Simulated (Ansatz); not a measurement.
Planning a run of Ansatz 0.2.0 on Bi2Se3 (Paraguanajuatite). The input:

```yaml
crystal:
  lattice:
    - [2.0404275, 1.1780413664, 9.4021533333]
    - [-2.0404275, 1.1780413664, 9.4021533333]
    - [0.0, -2.3560827328, 9.4021533333]
  atoms:
    - { symbol: Bi, position: [0.4014704605, 0.4014704605, 0.4014704605] }
    - { symbol: Bi, position: [0.5985295395, 0.5985295395, 0.5985295395] }
    - { symbol: Se, position: [0.0, 0.0, 0.0] }
    - { symbol: Se, position: [0.2086438107, 0.2086438107, 0.2086438107] }
    - { symbol: Se, position: [0.7913561893, 0.7913561893, 0.7913561893] }
kpoints:
  mp_grid: { grid: [4, 4, 4] }
hamiltonian:
  xc: pbe
  pseudopotentials: { kind: paw, azcp: { folder: soft_1 } }
scf:
  occupations: { method: fixed }
gw:
  n_empty_bands: 533
  ecut_chi: 140
  qp_bands: [v2, c2]
  qp_kpoints: band_edges
  screening: { model: contour_deformation }
```

```sh
ansatz run input.yaml --threads 3 --pin off --max-ram 92160MiB --backend cuda --events-out ev --progress --plain --runs-dir out --devices 1 --max-vram 13GiB
```

Question: How long will it take on 1 × NVIDIA H100 80GB HBM3 (shared by 6 runs) with 3 threads of AMD EPYC 7R13 (Zen 3), shared host, and how much memory?

It took 71 s; on shared hardware allow 36 s to 2.4 min. Peak host memory was 2.1 GiB. The sizes that set the cost: 2629 plane waves a state, 13 irreducible k points, 572 bands summed, 505 plane waves in the screening and 10 SCF cycles.

The screening grows as filled bands × empty bands × pairs of k points, times the square of the screening basis for the matrix.

[Paths, hosts, dates, memory and timing lines, banners, echoed tables and standing remarks are left out of the program output.]

[Logs are printed without paths, hosts, clocks, repeated set-up lines and the standing remarks that a program may print on its own settings, such as how far it seeks lower states.]

[Runs of the session that timed out or met a known fault of the program may be left out.]

[Cells called generated may have been cut or substituted from an entry of the Crystallography Open Database or the Materials Project.]

[Hosts, paths, dates, database ids (printed as entryN), source tags and the programs' standing remarks are cut or masked in the printed files.]
